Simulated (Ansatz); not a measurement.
Ta in Ansatz: the effect of functional

Crystal: Ta.

```xyz
2
Lattice="2.9004 0.0000 0.0000 -1.4502 2.5118 0.0000 0.0000 0.0000 5.1663" Properties=species:S:1:pos:R:3 pbc="T T T"
Ta    0.0000    1.6745    1.2916
Ta    1.4502    0.8373    3.8747
```

This isn't the form of Ta at room conditions, which is bcc.

Alike in all runs:

```yaml
Program: Ansatz 0.2.0
Task: band structure
Potentials_or_basis: Ansatz PAW
k_mesh: 6 × 6 × 3
Occupations: fermi-dirac, width 0.05 eV
Spin: no spin polarisation
```

```tsv
functional	cutoff	pressure (GPa)
LDA	420 eV (not typed: the program's choice for these potentials)	?
PBE	420 eV (not typed: the program's choice for these potentials)	-1.3
PBEsol	420 eV (not typed: the program's choice for these potentials)	-7.7
RPBE	420 eV (not typed: the program's choice for these potentials)	2.0
revPBE	420 eV (not typed: the program's choice for these potentials)	1.1
BLYP	420 eV (not typed: the program's choice for these potentials)	4.2
r2SCAN	500 eV (not typed: the program's choice for these potentials)	-3.9
```

What does the run with functional LDA give?

Pressure -12.5 GPa.

Caveats: all runs use coarse meshes; the PAW data sets come from PBE, with cores solved anew for the run's functional, which leaves a small shift of forces and pressure (some runs).
